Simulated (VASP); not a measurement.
Ta:

```
Ta
1.0
     2.94867    0.00000    0.00000
    -1.47433    2.55362    0.00000
     0.00000    0.00000    4.81616
Ta
2
Direct
  0.33333 0.66667 0.75000
  0.66667 0.33333 0.25000
```

The cell was built by a generator and needn't be a form met in nature.

* Program: VASP 6.6.1
* Task: relaxation of cell and atoms
* Functional: PBE
* Potentials or basis: VASP PAW PBE potentials, release 64 (Ta_pv)
* Cutoff: 600 eV
* k mesh: 8 × 8 × 4
* Occupations: gaussian, width 0.05 eV
* Spin: no spin polarisation

At the start: pressure 5.8 GPa; volume 18.13 Å³/atom.

Where does the relaxation end?

Over 8 steps the energy falls by 59.8 meV/atom and the volume is 18.74 Å³/atom (+3.3 %); space group P6_3/mmc (No. 194, to 0.05 Å).

The path:
| step | energy change (eV) | largest force (eV/Å) | pressure (GPa) | volume (Å³) |
| --- | --- | --- | --- | --- |
| 1 | 0.0000 | 0.0000 | 5.83 | 36.26 |
| 2 | -0.0400 | 0.0000 | -10.37 | 39.76 |
| 3 | -0.0848 | 0.0000 | -4.52 | 38.26 |
| 4 | -0.0885 | 0.0000 | 3.27 | 37.08 |
| 5 | -0.1189 | 0.0000 | -0.86 | 37.66 |
| 6 | -0.1189 | 0.0000 | -0.98 | 37.68 |
| 7 | -0.1187 | 0.0000 | 1.07 | 37.24 |
| 8 | -0.1196 | 0.0000 | -0.03 | 37.47 |

Final structure:
```
Ta
1.0
     2.90223    0.00000    0.00000
    -1.45112    2.51341    0.00000
     0.00000    0.00000    5.13718
Ta
2
Direct
  0.33333 0.66667 0.75000
  0.66667 0.33333 0.25000
```
